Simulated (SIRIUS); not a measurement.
# Ge: single point with PW91

**What was measured.**

From “Temperature-dependent photoluminescence in Ge: experiment and theory”, 2020, arxiv:2003.00143, for a bulk crystal of Ge at 0 K: band gap 0.744 eV (indirect).

The system is Ge.

```
Ge
1.0
     0.00000    2.82891    2.82891
     2.82891    0.00000    2.82891
     2.82891    2.82891    0.00000
Ge
2
Direct
  0.75000 0.75000 0.75000
  0.50000 0.50000 0.50000
```

```json
{
  "Program": "SIRIUS 7.12.0",
  "Task": "single point",
  "Functional": "PW91",
  "Potentials or basis": "PseudoDojo 0.4.1 PBE standard (scalar relativistic)",
  "Cutoff": "1078 eV",
  "Density cutoff": "4311 eV",
  "k mesh": "8 × 8 × 8",
  "Occupations": "fermi-dirac, width 0.05 eV",
  "Spin": "no spin polarisation",
  "Libxc names": "[\"XC_GGA_X_PW91\", \"XC_GGA_C_PW91\"]",
  "Energy tol": "1e-08 Ha",
  "Density tol": "1e-06",
  "Mixer": "anderson",
  "Mixing beta": "0.7",
  "Max scf": "100",
  "Radial cutoff for the potentials' integrals": "6.5 bohr"
}
```

```
Pressure               : 3.5 GPa
Band gap on the k mesh : 0.00 eV
```

Run time: 33 s on 1 thread of Intel(R) Xeon(R) Platinum 8375C CPU @ 2.90GHz (Ice Lake), on a shared host, peak memory 0.28 GiB.

Measured gap of Ge: 0.744 eV (indirect; 0 K; “Temperature-dependent photoluminescence in Ge: experiment and theory”, 2020, arxiv:2003.00143). This calculation gives 0.00 eV (-0.74 eV). 3 values of this kind are on record (0.666 to 0.807 eV); this one was drawn at random among those near their median. Spin-orbit coupling on Ge is left out. The value is that of PW91 on a finite k mesh, which can miss the band edges, without temperature or zero-point motion. Semilocal functionals fall short of measured gaps as a rule.

Caveat: the potentials were made for another functional, which shifts forces and pressure.
